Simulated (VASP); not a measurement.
# ZnO (P6_3mc) in VASP: notebook

The runs below take ZnO through relaxation of cell and atoms, with LDA.

All numbers are computed with VASP 6.6.1; they aren't measurements. Logs are shortened: lines on timing, memory, paths and dates and some standing lists are left out, and cuts for length are marked.

## Step 1: The crystal as given

The structure is hexagonal, space group P6_3mc (No. 186). Conventional cell: a = 3.249 Å, b = 3.249 Å, c = 5.206 Å, α = 90.00°, β = 90.00°, γ = 120.00°. Zn (site symmetry 3m) has 4 O at 1.97 to 1.98 Å as nearest neighbours. O (site symmetry 3m) has 4 Zn at 1.97 to 1.98 Å as nearest neighbours.

## Step 2: Relaxation of cell and atoms, LDA

Input file INCAR:

```
  ALGO = Normal
  EDIFF = 1E-7
  EDIFFG = -0.002
  ENCUT = 520
  GGA = CA
  IBRION = 2
  ISIF = 3
  ISMEAR = 0
  LASPH = T
  LCHARG = F
  LREAL = F
  LWAVE = F
  NELM = 80
  NSW = 80
  PREC = Accurate
  SIGMA = 0.02
```

Input file KPOINTS:

```
k-points
0
Gamma
  12 12 6
```

Input file POSCAR:

```
ZnO
1.0
    3.2493080000      0.0000000000      0.0000000000
   -1.6246540000      2.8139832700      0.0000000000
    0.0000000000      0.0000000000      5.2057090000
Zn O
2 2
Direct
    0.3333333300      0.6666666700      0.5000000000
    0.6666666700      0.3333333300      0.0000000000
    0.6666666700      0.3333333300      0.3790100000
    0.3333333300      0.6666666700      0.8790100000
```

Potentials or basis: VASP PAW LDA potentials, release 64 (Zn, O).

The run is started by

```sh
cat potpaw_LDA.64/Zn/POTCAR potpaw_LDA.64/O/POTCAR > POTCAR
mpirun -np 1 vasp_std > vasp.out
```

OUTCAR:

```text
EDIFF = 1E-7
   EDIFFG = -0.002
   ENCUT = 520
   GGA = CA
   IBRION = 2
   ISIF = 3
   ISMEAR = 0
   LASPH = T
   LREAL = F
   NELM = 80
   NSW = 80
   PREC = Accurate

 ion  position               nearest neighbor table
   1  0.333  0.667  0.500-   4 1.97   3 1.98   3 1.98   3 1.98
   2  0.667  0.333  0.000-   3 1.97   4 1.98   4 1.98   4 1.98
   3  0.667  0.333  0.379-   2 1.97   1 1.98   1 1.98   1 1.98
   4  0.333  0.667  0.879-   1 1.97   2 1.98   2 1.98   2 1.98

  LATTYP: Found a hexagonal cell.
 ALAT       =     3.2493080000
 C/A-ratio  =     1.6020977390

  Lattice vectors:

 A1 = (   3.2493080000,   0.0000000000,   0.0000000000)
 A2 = (  -1.6246540000,   2.8139832700,   0.0000000000)
 A3 = (   0.0000000000,   0.0000000000,   5.2057090000)

Analysis of symmetry for initial positions (statically):
=====================================================================
 Subroutine PRICEL returns:
 Original cell was already a primitive cell.

 Routine SETGRP: Setting up the symmetry group for a
 hexagonal supercell.

 Subroutine GETGRP returns: Found 12 space group operations
 (whereof  6 operations were pure point group operations)
 out of a pool of 24 trial point group operations.

The static configuration has the point symmetry C_3v.
 The point group associated with its full space group is C_6v.

Analysis of symmetry for dynamics (positions and initial velocities):
=====================================================================
 Subroutine PRICEL returns:
 Original cell was already a primitive cell.

 Routine SETGRP: Setting up the symmetry group for a
 hexagonal supercell.

 Subroutine GETGRP returns: Found 12 space group operations
 (whereof  6 operations were pure point group operations)
 out of a pool of 24 trial point group operations.

The dynamic configuration has the point symmetry C_3v.
 The point group associated with its full space group is C_6v.

 Subroutine INISYM returns: Found 12 space group operations
 (whereof  6 operations are pure point group operations),
 and found     1 'primitive' translations

----------------------------------------------------------------------------------------

                                     Primitive cell

  volume of cell :      47.5984

  direct lattice vectors                    reciprocal lattice vectors
     3.249308000  0.000000000  0.000000000     0.307757836  0.177684070  0.000000000
    -1.624654000  2.813983270  0.000000000     0.000000000  0.355368140  0.000000000
     0.000000000  0.000000000  5.205709000     0.000000000  0.000000000  0.192096792

  length of vectors
     3.249308000  3.249307998  5.205709000     0.355368140  0.355368140  0.192096792

  position of ions in fractional coordinates (direct lattice)
     0.333333330  0.666666670  0.500000000
     0.666666670  0.333333330  0.000000000
     0.666666670  0.333333330  0.379010000
     0.333333330  0.666666670  0.879010000

  ion indices of the primitive-cell ions
   primitive index   ion index
                 1           1
                 2           2
                 3           3
                 4           4

----------------------------------------------------------------------------------------

 KPOINTS: k-points

Automatic generation of k-mesh.
 Grid dimensions read from file:
 generate k-points for:   12   12    6

 Generating k-lattice:

  Cartesian coordinates                     Fractional coordinates (reciprocal lattice)
     0.025646486  0.014807006  0.000000000     0.083333333  0.000000000  0.000000000
     0.000000000  0.029614012  0.000000000     0.000000000  0.083333333  0.000000000
     0.000000000  0.000000000  0.032016132     0.000000000  0.000000000  0.166666667

  Length of vectors
     0.029614012  0.029614012  0.032016132

  Shift w.r.t. Gamma in fractional coordinates (k-lattice)
     0.000000000  0.000000000  0.000000000

 Subroutine IBZKPT returns following result:
 ===========================================

 Found     76 irreducible k-points:

 Following reciprocal coordinates:
            Coordinates               Weight
  0.000000  0.000000  0.000000      1.000000
  0.083333  0.000000  0.000000      6.000000
  0.166667  0.000000  0.000000      6.000000
  0.250000  0.000000  0.000000      6.000000
  0.333333  0.000000  0.000000      6.000000
  0.416667  0.000000  0.000000      6.000000
[... 16 lines left out ...]
  0.250000  0.000000  0.166667     12.000000
  0.333333  0.000000  0.166667     12.000000
 [... further k-points ...]
   k-points           NKPTS =     76   k-points in BZ     NKDIM =     76   number of bands    NBANDS=     22
   number of dos      NEDOS =    301   number of ions     NIONS =      4
   total plane-waves  NPLWV =  23040
   dimension x,y,z NGX =    24 NGY =   24 NGZ =   40
   dimension x,y,z NGXF=    48 NGYF=   48 NGZF=   80
   ions per type =               2   2
   NGX,Y,Z   is equivalent  to a cutoff of  12.28, 12.28, 12.77 a.u.
   NGXF,Y,Z  is equivalent  to a cutoff of  24.56, 24.56, 25.55 a.u.
 SYSTEM =  unknown system
   PREC   = accura    normal or accurate (medium, high low for compatibility)
   ISTART =      0    job   : 0-new  1-cont  2-samecut
   ICHARG =      2    charge: 1-file 2-atom 10-const
   ISPIN  =      1    spin polarized calculation?
   LNONCOLLINEAR =      F non collinear calculations
   LSORBIT =      F    spin-orbit coupling
   LASPH  =      T    aspherical Exc in radial PAW
   ENCUT  =  520.0 eV  38.22 Ry    6.18 a.u.   6.04  6.04  9.68*2*pi/ulx,y,z
   NELM   =     80;   NELMIN=  2; NELMDL= -5     # of ELM steps
   EDIFF  = 0.1E-06   stopping-criterion for ELM
   LREAL  =      F    real-space projection
   EDIFFG = -.2E-02   stopping-criterion for IOM
   NSW    =     80    number of steps for IOM
   IBRION =      2    ionic relax: 0-MD 1-quasi-New 2-CG
   NFREE  =      1    steps in history (QN), initial steepest desc. (CG)
   ISIF   =      3    stress and relaxation
   ISYM   =      2    0-nonsym 1-usesym 2-fastsym
   POTIM  = 0.5000    time-step for ionic-motion
   TEBEG  =    0.0;   TEEND  =   0.0 temperature during run
   PSTRESS=    0.0 pullay stress
   NELECT =      36.0000    total number of electrons
   NUPDOWN=      -1.0000    fix difference up-down
   EMIN   =  10.00;   EMAX   =-10.00  energy-range for DOS
   EFERMI =   0.00;   METHOD = LEGACY
   ISMEAR =     0;   SIGMA  =   0.02  broadening in eV -4-tet -1-fermi 0-gaus
   EFERMI_NEDOS =   21; number of points for ismear=-14 and -15
   IALGO  =     38    algorithm
   IMIX   =      4    mixing-type and parameters
     AMIX     =   0.40;   BMIX     =  1.00
     AMIX_MAG =   1.60;   BMIX_MAG =  1.00
  volume/ion in A,a.u.               =      11.90        80.30
  Fermi-wavevector in a.u.,A,eV,Ry     =   1.491574  2.818667 30.270160  2.224794
  Thomas-Fermi vector in A             =   2.604212
   LORBIT       =      0    0 simple, 1 ext, 2 COOP (PROOUT), +10 PAW based schemes
   GGA     = CA    functional components
   LHFCALC =     F    Hartree Fock is set to
   AEXX    =    0.0000 exact exchange contribution
   IVDW    =     0    specifies the selected vdW correction
   LEPSILON=     F    determine dielectric tensor
   LRPA    =     F    only Hartree local field effects (RPA)
 conjugate gradient relaxation of ions
 non-spin polarized calculation
 Gauss-broadening in eV      SIGMA  =   0.02
  energy-cutoff  :      520.00
  volume of cell :       47.60
 maximum number of plane-waves:      1302
   NGX = 13   NGY = 13   NGZ = 19

--------------------------------------- Ionic step        1  -------------------------------------------

 number of electron      36.0000017 magnetization

 Free energy of the ion-electron system (eV)
  ---------------------------------------------------
  ext. energy  EPLUGINS =         0.00000000
  ---------------------------------------------------
  free energy    TOTEN  =       -21.12192240 eV

  energy without entropy =      -21.12192240  energy(sigma->0) =      -21.12192240

------------------------ aborting loop because EDIFF is reached ----------------------------------------

  FORCE on cell =-STRESS in cart. coord.  units (eV):
  Direction    XX          YY          ZZ          XY          YZ          ZX
  --------------------------------------------------------------------------------------
  -------------------------------------------------------------------------------------
  Total       -1.9740671     -1.9740671     -1.4387951      0.0000000      0.0000000      0.0000000
  in kB      -66.4477408    -66.4477406    -48.4303106      0.0000000      0.0000000      0.0000000
  external PRESSURE =     -60.4419306 kB  Pullay stress =       0.0000000 kB
[... 95 lines left out ...]
  FREE ENERGIE OF THE ION-ELECTRON SYSTEM (eV)
  ---------------------------------------------------
  free  energy   TOTEN  =       -21.1603485848 eV

  energy  without entropy=      -21.1603485848  energy(sigma->0) =      -21.16034858

[... ionic steps 4 to 15 ...]

--------------------------------------- Ionic step       16  -------------------------------------------

 number of electron      35.9999991 magnetization

------------------------ aborting loop because EDIFF is reached ----------------------------------------

  FORCE on cell =-STRESS in cart. coord.  units (eV):
  Direction    XX          YY          ZZ          XY          YZ          ZX
  --------------------------------------------------------------------------------------
  -------------------------------------------------------------------------------------
  Total       -0.0051477     -0.0051477     -0.0059466      0.0000000      0.0000000      0.0000000
  in kB       -0.1805095     -0.1805095     -0.2085240      0.0000000      0.0000000      0.0000000
  external PRESSURE =      -0.1898477 kB  Pullay stress =       0.0000000 kB
[... 61 lines left out ...]
  energy  without entropy=      -21.1605894023  energy(sigma->0) =      -21.16058940

--------------------------------------- Ionic step       18  -------------------------------------------

 number of electron      35.9999991 magnetization

 Free energy of the ion-electron system (eV)
  ---------------------------------------------------
  ext. energy  EPLUGINS =         0.00000000
  ---------------------------------------------------
  free energy    TOTEN  =       -21.16059017 eV

  energy without entropy =      -21.16059017  energy(sigma->0) =      -21.16059017

 E-fermi :   1.4092     XC(G=0): -11.6825

 val. band max:        1.2724586121   @ k =   0.0000   0.0000   0.0000
 cond. band min:       2.0694717592   @ k =   0.0000   0.0000   0.0000
 fundamental gap:      0.7970131471
 Fermi energy:         1.4091740988

 k-point     1 :       0.0000    0.0000    0.0000
  band No.  band energies     occupation
      1     -16.8820      2.00000
      2     -16.0523      2.00000
      3      -4.7846      2.00000
      4      -4.7160      2.00000
      5      -4.7160      2.00000
      6      -4.6771      2.00000
[... 574 lines left out ...]
      6      -4.3280      2.00000
[... 14 lines left out ...]
     21       9.5824      0.00000
     22      10.1649      0.00000

 [... further k-points ...]
[... 5 lines left out ...]
  --------------------------------------------------------------------------------------
  -------------------------------------------------------------------------------------
  Total       -0.0050967     -0.0050967     -0.0054654      0.0000000      0.0000000      0.0000000
  in kB       -0.1787324     -0.1787324     -0.1916615      0.0000000      0.0000000      0.0000000
  external PRESSURE =      -0.1830421 kB  Pullay stress =       0.0000000 kB
[... 19 lines left out ...]
  FREE ENERGIE OF THE ION-ELECTRON SYSTEM (eV)
  ---------------------------------------------------
  free  energy   TOTEN  =       -21.1605901736 eV

  energy  without entropy=      -21.1605901736  energy(sigma->0) =      -21.16059017

 reached required accuracy - stopping structural energy minimisation
```

Wall time 3.2 min (1 thread of Intel Xeon 6975P-C (Granite Rapids), shared host); peak memory 0.19 GiB.

What came out:

| Item | Value |
| --- | --- |
| Free energy | -21.1606 eV |
| Relaxed volume | 11.42 Å³/atom |
| Relaxed cell | a = 3.196 Å, b = 3.196 Å, c = 5.165 Å, α = 90.00°, β = 90.00°, γ = 120.00° |
| Space group after relaxing (to 0.05 Å) | P6_3mc (No. 186) |
| Energy gained by relaxing | 9.7 meV/atom |
| Ionic steps | 18 |
| Pressure after relaxing | 0.0 GPa |
| Band gap on the k mesh | 0.80 eV, direct |

The path:
```
step  energy change (eV)  largest force (eV/Å)  pressure (GPa)  volume (Å³)
   1              0.0000                0.0556           -6.04        47.60
   2             -0.0241                0.0408            4.17        44.57
   3             -0.0384                0.0027           -0.02        45.68
   4             -0.0384                0.0015            0.16        45.64
   5             -0.0385                0.0197            0.10        45.66
   6             -0.0385                0.0215            0.12        45.66
   7             -0.0386                0.0131           -0.08        45.71
   8             -0.0386                0.0100           -0.17        45.74
   9             -0.0387                0.0013           -0.11        45.72
  10             -0.0387                0.0056           -0.10        45.71
  11             -0.0387                0.0021            0.05        45.67
  12             -0.0387                0.0003            0.03        45.68
  13             -0.0387                0.0003            0.01        45.68
  14             -0.0387                0.0014            0.02        45.69
  15             -0.0387                0.0042           -0.02        45.70
  16             -0.0387                0.0025           -0.02        45.69
  17             -0.0387                0.0023           -0.01        45.69
  18             -0.0387                0.0018           -0.02        45.69
```

Final structure:
```
Zn O
1.0
     3.19580    0.00000    0.00000
    -1.59790    2.76764    0.00000
     0.00000    0.00000    5.16548
Zn O
2 2
Cartesian
  0.0000 1.8451 2.5840
  1.5979 0.9225 0.0013
  1.5979 0.9225 1.9565
  0.0000 1.8451 4.5392
```

Expect the measured gap to be larger: semilocal functionals such as LDA lack the derivative discontinuity. Zero-point motion and thermal expansion aren't in these numbers.

(Part 1 of 2 ends here.)
